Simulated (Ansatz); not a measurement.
A run of Ansatz 0.2.0:

Contents of input.yaml:

```yaml
crystal:
  lattice:
    - [0.0, 3.365, 3.365]
    - [3.365, 0.0, 3.365]
    - [3.365, 3.365, 0.0]
  atoms:
    - { symbol: Co, position: [0.75, 0.75, 0.75], spin: 2.0 }
    - { symbol: Co, position: [0.5, 0.5, 0.5], spin: 2.0 }
    - { symbol: Ti, position: [0.125, 0.625, 0.125], spin: 1.0 }
    - { symbol: Ti, position: [0.125, 0.125, 0.625], spin: 1.0 }
    - { symbol: Ti, position: [0.625, 0.125, 0.125], spin: 1.0 }
    - { symbol: Ti, position: [0.125, 0.125, 0.125], spin: 1.0 }
hamiltonian:
  xc: pbesol
  pseudopotentials: { kind: paw }
magnetization:
  spin_polarized: true
kpoints:
  mp_grid: { grid: [7, 7, 7] }
scf:
  occupations: { method: fermi_dirac, width: 0.05 }
output:
  forces: true
  stress: true
  eigenvalues: true
  write_density: true
  write_potential: true
  elf: true
  volumetric_format: npy
relax:
  f_tol: 0.01
  max_steps: 40
  cell: { stress_tol: 0.05, p_target: 30.0 }
```

Potentials or basis: Ansatz PAW.

The run is started by

```bash
$ ansatz run input.yaml --threads 2 --pin off --max-ram 5632MiB --backend cpu --events-out ev --progress --plain --runs-dir out
```

Hardware: 2 threads of AMD EPYC 7R43 64-Core Processor (Zen 3) (shared host).

Estimate the wall time of this run.

Run time: 50 s on 2 threads of AMD EPYC 7R43 64-Core Processor (Zen 3), with other jobs on the host, peak memory 0.53 GiB. Counts: scf iterations 67, plane waves 1411, k points 20, bands 54, ion steps 5.
